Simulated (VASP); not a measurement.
Write the native input for VASP 6.6.1 that does the following.

- Task: relaxation of cell and atoms
- Functional: PBE
- Dispersion: rVV10
- Potentials or basis: VASP PAW PBE potentials, release 64 (Ni)
- Cutoff: 600 eV
- k mesh: 10 × 10 × 10
- Occupations: fermi-dirac, width 0.05 eV
- Spin: collinear spin, ferromagnetic start
- Starting moments: [1.0] μB
- Further INCAR settings: ALGO = Fast; EDIFF = 1e-06; IBRION = 2; EDIFFG = -0.005; NSW = 40; ISIF = 3

The structure of Ni lies in POSCAR:

```
Ni
1.0
    0.0000000000      1.7375729330      1.7375729330
    1.7375729330      0.0000000000      1.7375729330
    1.7375729330      1.7375729330      0.0000000000
Ni
1
Direct
    0.0000000000      0.0000000000      0.0000000000
```

The input as run:

INCAR

```
  PREC = Accurate
  ENCUT = 600
  EDIFF = 1E-6
  ISMEAR = -1
  SIGMA = 0.05
  LREAL = F
  LASPH = T
  NELM = 150
  ALGO = Fast
  ISIF = 3
  LWAVE = F
  LCHARG = F
  ISPIN = 2
  MAGMOM = 1
  LORBIT = 11
  LMAXMIX = 4
  GGA = PE
  LUSE_VDW = T
  IVDW_NL = 2
  BPARAM = 10.0
  CPARAM = 0.0093
  IBRION = 2
  NSW = 40
  EDIFFG = -0.005
```

KPOINTS

```
Automatic mesh
0
Gamma
  10 10 10
```

Potentials or basis: VASP PAW PBE potentials, release 64 (Ni).

Run with:

```bash
$ cat potpaw_PBE.64/Ni/POTCAR > POTCAR
$ mpirun -np 1 vasp_std > vasp.out
```

It gave:

* Relaxed volume: 10.77 Å³/atom
* Relaxed cell: a = 2.479 Å, b = 2.479 Å, c = 2.479 Å, α = 60.00°, β = 60.00°, γ = 60.00°
* Space group after relaxing (to 0.05 Å): Fm-3m (No. 225)
* Energy gained by relaxing: 5.2 meV/atom
* Ionic steps: 5
* Pressure after relaxing: 0.0 GPa
* Band gap on the k mesh: none (metal or under the smearing width)
* Net moment: 0.71 μB per cell
* Site moments: Ni +0.72 μB
* Valence electrons inside the program's atomic spheres: Ni 9.32

Wall time 45 s on 1 thread of Intel(R) Xeon(R) 6975P-C (Granite Rapids) (shared host), peak memory 0.19 GiB.
